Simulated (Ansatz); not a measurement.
**How far is PAW off for Hg?**

```
CELL_PARAMETERS angstrom
2.26337 -2.07278 0.00000
2.26337 2.07278 0.00000
-0.35332 0.00000 3.07980
ATOMIC_POSITIONS crystal
Hg 0.50000 0.50000 0.50000
```

The cell is the one relaxed in the Materials Project (mp-1184569), not relaxed further here; entries there can be hypothetical. The listed cell was then made from it by scaling, straining or moving an atom.

No spin–orbit coupling, which matters for the heavy atoms here.

Methods: DFT, LDA, PAW with Ansatz's default frozen-core files, scalar-relativistic (Ansatz 0.2.0); DFT, LDA, all-electron LAPW, scalar-relativistic (Ansatz 0.2.0).

For PAW: a Γ-centred 11×11×11 k mesh, Fermi–Dirac smearing of 0.05 eV, cutoff 420 eV, no spin polarisation; the PAW files were made with PBE, and the program remakes their frozen cores for this functional. LAPW targets a basis error of 1 meV/atom. The Ansatz runs share mesh, smearing and spin set-up. Plane-wave (PAW) pressures include the program's estimate of the Pulay term.

Stress and pressure are positive in compression.

The cell's volume is scaled by 1.04.

```tsv
quantity	PAW	LAPW
pressure (GPa)	-4.94	-4.94
stress xx (GPa)	-5.09	-5.10
stress yy (GPa)	-4.74	-4.74
stress zz (GPa)	-5.00	-5.00
stress xz (GPa)	0.23	0.23
```

PAW's pressure differs from the LAPW value by about 0.01 GPa or less.
